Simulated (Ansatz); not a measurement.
# GaN: the cost of one run

Computed with Ansatz 0.2.0 (DFT PBEsol, frozen-core PAW and all-electron LAPW, scalar-relativistic unless said, unless a step's input says otherwise).

The COD entry's cell or inner coordinates are ideal or old and differ from later refinements, so a difference from it is no clean test against experiment.

1 further run of the same task is left out (set aside as unsound or not needed).

**1. The system as given**

It takes space group P6_3mc (No. 186, hexagonal). The conventional cell has a = 3.180 Å, b = 3.180 Å, c = 5.166 Å, α = 90.00°, β = 90.00°, γ = 120.00°. Ga (site symmetry 3m) is surrounded by 4 N at 1.94 to 1.95 Å. N (site symmetry 3m) has 4 Ga at 1.94 to 1.95 Å as nearest neighbours.

Coordinates:

```cif
data_structure
_symmetry_space_group_name_H-M 'P6_3mc'
_symmetry_Int_Tables_number 186
_cell_length_a 3.1800
_cell_length_b 3.1800
_cell_length_c 5.1660
_cell_angle_alpha 90.000
_cell_angle_beta 90.000
_cell_angle_gamma 120.000
_cell_volume 45.24
loop_
_atom_site_label
_atom_site_type_symbol
_atom_site_symmetry_multiplicity
_atom_site_Wyckoff_symbol
_atom_site_fract_x
_atom_site_fract_y
_atom_site_fract_z
_atom_site_occupancy
Ga1 Ga 2 b 0.33333 0.66667 0.00000 1
N1 N 2 b 0.33333 0.66667 0.37500 1
```

Cartesian axes are those of the input's lattice vectors. The structure goes back to a database entry.

**2. Cell and atoms relaxed, PAW**

input.yaml reads:

```yaml
crystal:
  lattice:
    - [3.17999999999, 0.0, 0.0]
    - [-1.58999999999, 2.75396078402, 0.0]
    - [0.0, 0.0, 5.166]
  atoms:
    - { symbol: Ga, position: [0.333333333333, 0.666666666667, 0.0] }
    - { symbol: Ga, position: [0.666666666667, 0.333333333333, 0.5] }
    - { symbol: "N", position: [0.333333333333, 0.666666666667, 0.375] }
    - { symbol: "N", position: [0.666666666667, 0.333333333333, 0.875] }
kpoints:
  mp_grid: { grid: [14, 14, 8] }
scf:
  occupations: { method: fermi_dirac, width: 0.08 }
hamiltonian:
  xc: pbesol
  pseudopotentials: { kind: paw }
relax:
  f_tol: 0.002
  max_steps: 80
  cell: {}
output:
  forces: true
  stress: true
```

Started as:

```console
$ ansatz run input.yaml --threads 2 --pin off --max-ram 5120MiB --backend cpu --events-out ev --progress --plain --runs-dir out
```

Q: Estimate wall time and peak memory on 2 threads of Arm Neoverse V2, shared host.

About 25 s, with a peak of 0.42 GiB.
